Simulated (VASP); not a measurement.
InPd: single point with PBE

The system is InPd.

```
CELL_PARAMETERS angstrom
3.27188 0.00000 0.00000
0.00000 3.27188 0.00000
0.00000 0.00000 3.27188
ATOMIC_POSITIONS crystal
In 0.00000 0.00000 0.00000
Pd 0.50000 0.50000 0.50000
```

The cell comes from a database or a generator and needn't be the stable form of this composition.

```
Program                : VASP 6.6.1
Task                   : single point
Functional             : PBE
Potentials or basis    : VASP PAW PBE potentials, release 64 (In_d, Pd)
Cutoff                 : 520 eV
k mesh                 : 8 × 8 × 8
Occupations            : gaussian, width 0.013 eV
Spin                   : no spin polarisation
Further INCAR settings : ALGO = Normal; EDIFF = 1e-06
```

| Property | Result |
| --- | --- |
| Pressure | 3.8 GPa |
| Band gap on the k mesh | none (metal or under the smearing width) |

Levels at points of the mesh, in eV from the Fermi level:
```csv
k point,band 8,band 9,band 10,band 11,band 12,band 13,band 14,band 15
"(0.00, 0.00, 0.00)",-3.69,-2.15,-2.15,-2.15,4.33,4.33,4.33,9.55
"(0.50, 0.00, 0.00)",-3.68,-3.14,-3.14,-2.22,-0.99,9.67,9.67,10.00
"(0.50, 0.50, 0.00)",-2.56,-2.56,-2.21,-2.21,-1.57,1.57,2.59,9.58
"(0.50, 0.50, 0.50)",-4.75,-1.53,-1.53,0.03,3.90,3.90,3.90,4.51
```

Wall time 9.3 s on 1 thread of Intel(R) Xeon(R) Platinum 8375C CPU @ 2.90GHz (Ice Lake) (shared host), peak memory 0.15 GiB.
